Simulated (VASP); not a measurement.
Wanted: the native input for a VASP 6.6.1 run.

- Task: band structure
- Functional: LAK
- Potentials or basis: VASP PAW PBE potentials, release 54 (Zn, Cu)
- Cutoff: 520 eV
- k mesh: 12 × 12 × 4
- Occupations: methfessel-paxton, width 0.1 eV
- Spin: no spin polarisation
- Further INCAR settings: ALGO = Normal; EDIFF = 1e-06; NBANDS = 24

The structure of ZnCu2 lies in POSCAR:

```
ZnCu2
1.0
    2.5838256049      0.0000000000      0.0000000000
   -1.2919128025      2.2376586128      0.0000000000
    0.0000000000      0.0000000000      6.2933738000
Zn Cu
1 2
Direct
    0.0000000000      0.0000000000      0.0000000000
    0.6666666667      0.3333333333      0.3378585100
    0.3333333333      0.6666666667      0.6621414900
```

The cell comes from a database or a generator and needn't be the stable form of this composition.

One way to write it, as run:

INCAR

```
  PREC = Accurate
  ENCUT = 520
  EDIFF = 1E-6
  ISMEAR = 1
  SIGMA = 0.1
  LREAL = False
  LASPH = True
  NELM = 100
  ALGO = Normal
  ISIF = 2
  LWAVE = False
  LCHARG = False
  LMAXMIX = 4
  METAGGA = LAK
  LMIXTAU = True
  NBANDS = 24
```

KPOINTS

```
regular mesh
0
Gamma
  12 12 4
```

KPOINTS_OPT

```
path GMKGALHA,LM,KH
15
line-mode
reciprocal
 0.0000000000  0.0000000000  0.0000000000  G
 0.5000000000  0.0000000000  0.0000000000  M

 0.5000000000  0.0000000000  0.0000000000  M
 0.3333333333  0.3333333333  0.0000000000  K

 0.3333333333  0.3333333333  0.0000000000  K
 0.0000000000  0.0000000000  0.0000000000  G

 0.0000000000  0.0000000000  0.0000000000  G
 0.0000000000  0.0000000000  0.5000000000  A

 0.0000000000  0.0000000000  0.5000000000  A
 0.5000000000  0.0000000000  0.5000000000  L

 0.5000000000  0.0000000000  0.5000000000  L
 0.3333333333  0.3333333333  0.5000000000  H

 0.3333333333  0.3333333333  0.5000000000  H
 0.0000000000  0.0000000000  0.5000000000  A

 0.5000000000  0.0000000000  0.5000000000  L
 0.5000000000  0.0000000000  0.0000000000  M

 0.3333333333  0.3333333333  0.0000000000  K
 0.3333333333  0.3333333333  0.5000000000  H
```

Potentials or basis: VASP PAW PBE potentials, release 54 (Zn, Cu).

Launch:

```bash
$ cat potpaw_PBE.54/Zn/POTCAR potpaw_PBE.54/Cu/POTCAR > POTCAR
$ mpirun -np 1 vasp_std > vasp.out
```

It gave:

```yaml
Pressure: 8.2 GPa
Largest_force: 0.028 eV/Å
Band_gap_along_the_path: none (metal or under the smearing width)
```

Caveat: the PAW data sets were made with another functional, which shifts forces and pressure a little.

It took 4.7 min on 1 thread of Intel(R) Xeon(R) Platinum 8488C (Sapphire Rapids) (shared host), peak memory 0.22 GiB.
